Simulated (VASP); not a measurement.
# CsH (P1) in VASP: a series of runs

One crystal, CsH, is run at these levels: r2SCAN; tasks: single point.

Everything below comes from runs of VASP 6.6.1. Logs are shortened: lines on timing, memory, paths and dates and some standing lists are left out, and cuts for length are marked.

## (1) Starting point

The typed cell holds 2 atoms: a = 3.818 Å, b = 3.818 Å, c = 3.818 Å, α = 90.00°, β = 90.00°, γ = 90.00°.

The cell comes from a database or a generator and needn't be the stable form of this composition.

## (2) Single point, r2SCAN

Contents of POSCAR:

```
CsH
1.0
    3.8184090000      0.0000000000      0.0000000000
    0.0000000000      3.8184090000      0.0000000000
    0.0000000000      0.0000000000      3.8184090000
Cs H
1 1
Direct
    0.0005200362      0.0143397575     -0.0008831698
    0.5010509481      0.5028984444      0.5040814868
```

Contents of INCAR.step1:

```
SYSTEM = CsH
PREC     = Accurate       ! precision mode
ENCUT    = 520            ! plane-wave cutoff, eV
ISMEAR   = 0              ! smearing method
SIGMA    = 0.01           ! smearing width, eV
LREAL    = .FALSE.        ! projectors in reciprocal space
LASPH    = .TRUE.         ! aspherical terms in the spheres
NELM     = 100            ! most SCF steps
NBANDS   = 12             ! bands
GGA      = PE             ! functional
ALGO     = Normal         ! electronic algorithm
EDIFF    = 1E-4           ! SCF threshold, eV
LWAVE    = .TRUE.         ! write WAVECAR
LCHARG   = .FALSE.        ! write CHGCAR
```

Contents of INCAR.step2:

```
SYSTEM = CsH
PREC     = Accurate       ! precision mode
ENCUT    = 520            ! plane-wave cutoff, eV
EDIFF    = 1E-6           ! SCF threshold, eV
ISMEAR   = 0              ! smearing method
SIGMA    = 0.01           ! smearing width, eV
LREAL    = .FALSE.        ! projectors in reciprocal space
LASPH    = .TRUE.         ! aspherical terms in the spheres
NELM     = 100            ! most SCF steps
ALGO     = Normal         ! electronic algorithm
ISIF     = 2              ! what is computed and relaxed
LWAVE    = .FALSE.        ! write WAVECAR
LCHARG   = .FALSE.        ! write CHGCAR
METAGGA  = R2SCAN         ! meta-GGA
LMIXTAU  = .TRUE.       
NBANDS   = 12             ! bands
ISTART   = 1
```

Contents of KPOINTS:

```
Automatic mesh
0
G
  3 3 3
  0 0 0
```

Potentials or basis: VASP PAW PBE potentials, release 64 (Cs_sv, H).

The run is started by

```sh
> cat potpaw_PBE.64/Cs_sv/POTCAR potpaw_PBE.64/H/POTCAR > POTCAR
> cp INCAR.step1 INCAR
> mpirun -np 1 vasp_std > vasp.out
> cp INCAR.step2 INCAR
> mpirun -np 1 vasp_std > vasp.out
```

OUTCAR:

```text
SYSTEM = CsH
   PREC = Accurate
   ENCUT = 520
   EDIFF = 1E-6
   ISMEAR = 0
   LREAL = .FALSE.
   LASPH = .TRUE.
   NELM = 100
   ISIF = 2
   METAGGA = R2SCAN
   ISTART = 1

 ion  position               nearest neighbor table
   1  0.001  0.014  0.999-
   2  0.501  0.503  0.504-

  LATTYP: Found a simple cubic cell.
 ALAT       =     3.8184090000

  Lattice vectors:

 A1 = (   3.8184090000,   0.0000000000,   0.0000000000)
 A2 = (   0.0000000000,   3.8184090000,   0.0000000000)
 A3 = (   0.0000000000,   0.0000000000,   3.8184090000)

Analysis of symmetry for initial positions (statically):
=====================================================================
 Subroutine PRICEL returns:
 Original cell was already a primitive cell.

 Routine SETGRP: Setting up the symmetry group for a
 simple cubic supercell.

 Subroutine GETGRP returns: Found  1 space group operations
 (whereof  1 operations were pure point group operations)
 out of a pool of 48 trial point group operations.

The static configuration has the point symmetry C_1 .

Analysis of symmetry for dynamics (positions and initial velocities):
=====================================================================
 Subroutine PRICEL returns:
 Original cell was already a primitive cell.

 Routine SETGRP: Setting up the symmetry group for a
 simple cubic supercell.

 Subroutine GETGRP returns: Found  1 space group operations
 (whereof  1 operations were pure point group operations)
 out of a pool of 48 trial point group operations.

The dynamic configuration has the point symmetry C_1 .

 Subroutine INISYM returns: Found  1 space group operations
 (whereof  1 operations are pure point group operations),
 and found     1 'primitive' translations

----------------------------------------------------------------------------------------

                                     Primitive cell

  volume of cell :      55.6733

  direct lattice vectors                    reciprocal lattice vectors
     3.818409000  0.000000000  0.000000000     0.261889179  0.000000000  0.000000000
     0.000000000  3.818409000  0.000000000     0.000000000  0.261889179  0.000000000
     0.000000000  0.000000000  3.818409000     0.000000000  0.000000000  0.261889179

  length of vectors
     3.818409000  3.818409000  3.818409000     0.261889179  0.261889179  0.261889179

  position of ions in fractional coordinates (direct lattice)
     0.000520036  0.014339757  0.999116830
     0.501050948  0.502898444  0.504081487

  ion indices of the primitive-cell ions
   primitive index   ion index
                 1           1
                 2           2

----------------------------------------------------------------------------------------

 KPOINTS: Automatic mesh

Automatic generation of k-mesh.
 Grid dimensions read from file:
 generate k-points for:    3    3    3

 Generating k-lattice:

  Cartesian coordinates                     Fractional coordinates (reciprocal lattice)
     0.087296393  0.000000000  0.000000000     0.333333333  0.000000000  0.000000000
     0.000000000  0.087296393  0.000000000     0.000000000  0.333333333  0.000000000
     0.000000000  0.000000000  0.087296393     0.000000000  0.000000000  0.333333333

  Length of vectors
     0.087296393  0.087296393  0.087296393

  Shift w.r.t. Gamma in fractional coordinates (k-lattice)
     0.000000000  0.000000000  0.000000000

 Subroutine IBZKPT returns following result:
 ===========================================

 Found     14 irreducible k-points:

 Following reciprocal coordinates:
            Coordinates               Weight
  0.000000  0.000000  0.000000      1.000000
  0.333333  0.000000  0.000000      2.000000
  0.000000  0.333333  0.000000      2.000000
  0.000000  0.000000  0.333333      2.000000
  0.333333  0.333333  0.000000      2.000000
  0.000000  0.333333  0.333333      2.000000
  0.333333  0.000000  0.333333      2.000000
 -0.333333  0.333333  0.000000      2.000000
 -0.333333  0.000000  0.333333      2.000000
  0.000000 -0.333333  0.333333      2.000000
  0.333333  0.333333  0.333333      2.000000
 -0.333333  0.333333  0.333333      2.000000
 -0.333333 -0.333333  0.333333      2.000000
  0.333333 -0.333333  0.333333      2.000000
   k-points           NKPTS =     14   k-points in BZ     NKDIM =     14   number of bands    NBANDS=     12
   number of dos      NEDOS =    301   number of ions     NIONS =      2
   total plane-waves  NPLWV =  21952
   dimension x,y,z NGX =    28 NGY =   28 NGZ =   28
   dimension x,y,z NGXF=    56 NGYF=   56 NGZF=   56
   ions per type =               1   1
   NGX,Y,Z   is equivalent  to a cutoff of  12.19, 12.19, 12.19 a.u.
   NGXF,Y,Z  is equivalent  to a cutoff of  24.38, 24.38, 24.38 a.u.
 SYSTEM =  CsH
   PREC   = accura    normal or accurate (medium, high low for compatibility)
   ISTART =      1    job   : 0-new  1-cont  2-samecut
   ICHARG =      0    charge: 1-file 2-atom 10-const
   ISPIN  =      1    spin polarized calculation?
   LNONCOLLINEAR =      F non collinear calculations
   LSORBIT =      F    spin-orbit coupling
   LASPH  =      T    aspherical Exc in radial PAW
   ENCUT  =  520.0 eV  38.22 Ry    6.18 a.u.   7.10  7.10  7.10*2*pi/ulx,y,z
   NELM   =    100;   NELMIN=  2; NELMDL=  0     # of ELM steps
   EDIFF  = 0.1E-05   stopping-criterion for ELM
   LREAL  =      F    real-space projection
   EDIFFG = 0.1E-04   stopping-criterion for IOM
   NSW    =      0    number of steps for IOM
   IBRION =     -1    ionic relax: 0-MD 1-quasi-New 2-CG
   NFREE  =      0    steps in history (QN), initial steepest desc. (CG)
   ISIF   =      2    stress and relaxation
   ISYM   =      2    0-nonsym 1-usesym 2-fastsym
   POTIM  = 0.5000    time-step for ionic-motion
   TEBEG  =    0.0;   TEEND  =   0.0 temperature during run
   PSTRESS=    0.0 pullay stress
   NELECT =      10.0000    total number of electrons
   NUPDOWN=      -1.0000    fix difference up-down
   EMIN   =  10.00;   EMAX   =-10.00  energy-range for DOS
   EFERMI =   0.00;   METHOD = LEGACY
   ISMEAR =     0;   SIGMA  =   0.01  broadening in eV -4-tet -1-fermi 0-gaus
   EFERMI_NEDOS =   21; number of points for ismear=-14 and -15
   IALGO  =     38    algorithm
   IMIX   =      4    mixing-type and parameters
     AMIX     =   0.40;   BMIX     =  1.00
     AMIX_MAG =   1.60;   BMIX_MAG =  1.00
  volume/ion in A,a.u.               =      27.84       187.85
  Fermi-wavevector in a.u.,A,eV,Ry     =   0.923689  1.745519 11.608507  0.853201
  Thomas-Fermi vector in A             =   2.049353
   LORBIT       =      0    0 simple, 1 ext, 2 COOP (PROOUT), +10 PAW based schemes
   METAGGA = R2SCAN    functional components
   LHFCALC =     F    Hartree Fock is set to
   AEXX    =    0.0000 exact exchange contribution
   IVDW    =     0    specifies the selected vdW correction
   LEPSILON=     F    determine dielectric tensor
   LRPA    =     F    only Hartree local field effects (RPA)
 non-spin polarized calculation
 Gauss-broadening in eV      SIGMA  =   0.01
  energy-cutoff  :      520.00
  volume of cell :       55.67
 maximum number of plane-waves:      1506
   NGX = 15   NGY = 15   NGZ = 15

 number of electron      10.0000001 magnetization

 Free energy of the ion-electron system (eV)
  ---------------------------------------------------
  ext. energy  EPLUGINS =         0.00000000
  ---------------------------------------------------
  free energy    TOTEN  =       -28.95542259 eV

  energy without entropy =      -28.95542259  energy(sigma->0) =      -28.95542259

 E-fermi :  -0.0851     XC(G=0):  -8.2736

 val. band max:       -0.1486898015   @ k =   0.3333   0.3333   0.3333
 cond. band min:       4.2853474920   @ k =   0.0000   0.0000   0.0000
 fundamental gap:      4.4340372935
 Fermi energy:        -0.0850976560

 k-point     1 :       0.0000    0.0000    0.0000
  band No.  band energies     occupation
      1     -22.0006      2.00000
      2      -7.6917      2.00000
      3      -7.6912      2.00000
      4      -7.6911      2.00000
      5      -1.4308      2.00000
      6       4.2853      0.00000
      7       4.2860      0.00000
      8       8.4391      0.00000
      9      10.4537      0.00000
     10      10.4538      0.00000
     11      10.4548      0.00000
     12      11.5850      0.00000

 k-point     2 :       0.3333    0.0000    0.0000
  band No.  band energies     occupation
      1     -21.8792      2.00000
      2      -8.8860      2.00000
      3      -7.5763      2.00000
      4      -7.5759      2.00000
      5      -0.2604      2.00000
      6       4.3402      0.00000
      7       4.8398      0.00000
      8       7.5700      0.00000
      9       7.5734      0.00000
     10       9.2444      0.00000
     11      10.7635      0.00000
     12      11.6633      0.00000

 k-point     3 :       0.0000    0.3333    0.0000
  band No.  band energies     occupation
      1     -21.8792      2.00000
      2      -8.8863      2.00000
      3      -7.5759      2.00000
      4      -7.5759      2.00000
      5      -0.2615      2.00000
      6       4.3419      0.00000
      7       4.8402      0.00000
      8       7.5726      0.00000
      9       7.5730      0.00000
     10       9.2381      0.00000
     11      10.7641      0.00000
     12      11.6651      0.00000
[... 136 lines left out ...]
 k-point    13 :      -0.3333   -0.3333    0.3333
  band No.  band energies     occupation
      1     -21.6485      2.00000
      2      -8.5470      2.00000
      3      -8.4793      2.00000
      4      -8.4790      2.00000
      5      -0.1489      2.00000
      6       4.6702      0.00000
      7       4.6717      0.00000
      8       6.4788      0.00000
      9       8.9446      0.00000
     10       8.9447      0.00000
     11       9.2993      0.00000
     12      14.9794      0.00000

 k-point    14 :       0.3333   -0.3333    0.3333
  band No.  band energies     occupation
      1     -21.6485      2.00000
      2      -8.5470      2.00000
      3      -8.4793      2.00000
      4      -8.4790      2.00000
      5      -0.1489      2.00000
      6       4.6704      0.00000
      7       4.6717      0.00000
      8       6.4786      0.00000
      9       8.9446      0.00000
     10       8.9447      0.00000
     11       9.2993      0.00000
     12      14.9824      0.00000

------------------------ aborting loop because EDIFF is reached ----------------------------------------

  FORCE on cell =-STRESS in cart. coord.  units (eV):
  Direction    XX          YY          ZZ          XY          YZ          ZX
  --------------------------------------------------------------------------------------
  -------------------------------------------------------------------------------------
  Total        0.0350135      0.0356121      0.0350967     -0.0002082     -0.0019508      0.0000920
  in kB        1.0076256      1.0248506      1.0100183     -0.0059928     -0.0561410      0.0026480
  external PRESSURE =       1.0141648 kB  Pullay stress =       0.0000000 kB

 VOLUME and BASIS-vectors are now :
 -----------------------------------------------------------------------------
  energy-cutoff  :      520.00
  volume of cell :       55.67
      direct lattice vectors                 reciprocal lattice vectors
     3.818409000  0.000000000  0.000000000     0.261889179  0.000000000  0.000000000
     0.000000000  3.818409000  0.000000000     0.000000000  0.261889179  0.000000000
     0.000000000  0.000000000  3.818409000     0.000000000  0.000000000  0.261889179

 POSITION                                       TOTAL-FORCE (eV/Angst)
 -----------------------------------------------------------------------------------
      0.00199      0.05476      3.81504         0.000851     -0.019507      0.008944
      1.91322      1.92027      1.92479        -0.000851      0.019507     -0.008944
 -----------------------------------------------------------------------------------
    total drift:                               -0.000169      0.001344      0.000370

  FREE ENERGIE OF THE ION-ELECTRON SYSTEM (eV)
  ---------------------------------------------------
  free  energy   TOTEN  =       -28.9554225924 eV

  energy  without entropy=      -28.9554225924  energy(sigma->0) =      -28.95542259
```

Run time: 16 s. Hardware: 1 thread of Intel Xeon 6975P-C (Granite Rapids), shared host; peak memory 0.16 GiB.

Results:

| Quantity | Value |
| --- | --- |
| Free energy | -28.9554 eV |
| Pressure | 0.1 GPa |
| Largest force | 0.021 eV/Å |
| Band gap on the k mesh | 4.43 eV, indirect (least direct gap 4.60 eV) |

Forces in eV/Å, atoms in the order of the input:
```
Cs   0.001 -0.020  0.009
H   -0.001  0.020 -0.009
```

Levels at points of the mesh, in eV from the valence-band top:
```
           k point  band 1  band 2  band 3  band 4  band 5  band 6  band 7  band 8  band 9  band 10
(0.00, 0.00, 0.00)  -21.85   -7.54   -7.54   -7.54   -1.28    4.43    4.43    8.59   10.60    10.60
```

Caveat: the k mesh is coarse (spacing up to 0.55 Å⁻¹), so the values aren't converged; the PAW data sets were made with another functional, which shifts forces and pressure a little; spin-orbit coupling is left out, which moves the levels of the heavy elements; an odd mesh through Γ misses points on the zone boundary, where band edges often lie.

## (3) Single point, r2SCAN

POSCAR is that of step 2.

Contents of INCAR.step1:

```
PREC     = Accurate       # precision mode
ENCUT    = 520            # plane-wave cutoff, eV
ISMEAR   = 0              # smearing method
SIGMA    = 0.01           # smearing width, eV
LREAL    = F              # projectors in reciprocal space
LASPH    = T              # aspherical terms in the spheres
NELM     = 100            # most SCF steps
NBANDS   = 12             # bands
GGA      = PE             # functional
ALGO     = Normal         # electronic algorithm
EDIFF    = 1E-4           # SCF threshold, eV
LWAVE    = T              # write WAVECAR
LCHARG   = F              # write CHGCAR
```

Contents of INCAR.step2:

```
PREC     = Accurate       # precision mode
ENCUT    = 520            # plane-wave cutoff, eV
EDIFF    = 1E-7           # SCF threshold, eV
ISMEAR   = 0              # smearing method
SIGMA    = 0.01           # smearing width, eV
LREAL    = F              # projectors in reciprocal space
LASPH    = T              # aspherical terms in the spheres
NELM     = 100            # most SCF steps
ALGO     = Normal         # electronic algorithm
ISIF     = 2              # what is computed and relaxed
LWAVE    = F              # write WAVECAR
LCHARG   = F              # write CHGCAR
METAGGA  = R2SCAN         # meta-GGA
LMIXTAU  = T            
NBANDS   = 12             # bands
ISTART   = 1
```

Contents of KPOINTS:

```
regular mesh
0
Gamma
  3 3 3
```

Potentials or basis: VASP PAW PBE potentials, release 64 (Cs_sv, H).

The run is started by

```sh
> cat potpaw_PBE.64/Cs_sv/POTCAR potpaw_PBE.64/H/POTCAR > POTCAR
> cp INCAR.step1 INCAR
> mpirun -np 1 vasp_std > vasp.out
> cp INCAR.step2 INCAR
> mpirun -np 1 vasp_std > vasp.out
```

It took 17 s on 1 thread of Intel Xeon 6975P-C (Granite Rapids), shared host; peak memory 0.16 GiB.

The run converged. Its results:

```
Free energy            : -28.9554 eV
Pressure               : 0.1 GPa
Largest force          : 0.021 eV/Å
Band gap on the k mesh : 4.43 eV, indirect (least direct gap 4.60 eV)
```

Forces on the atoms (eV/Å):
```
Cs   0.001 -0.019  0.009
H   -0.001  0.019 -0.009
```

Levels at points of the mesh, in eV from the valence-band top:
```csv
k point,band 1,band 2,band 3,band 4,band 5,band 6,band 7,band 8,band 9,band 10
"(0.00, 0.00, 0.00)",-21.85,-7.54,-7.54,-7.54,-1.28,4.43,4.43,8.59,10.60,10.60
```

Caveat: the k mesh is coarse (spacing up to 0.55 Å⁻¹), so the values aren't converged; the PAW data sets were made with another functional, which shifts forces and pressure a little; spin-orbit coupling is left out, which moves the levels of the heavy elements; an odd mesh through Γ misses points on the zone boundary, where band edges often lie.
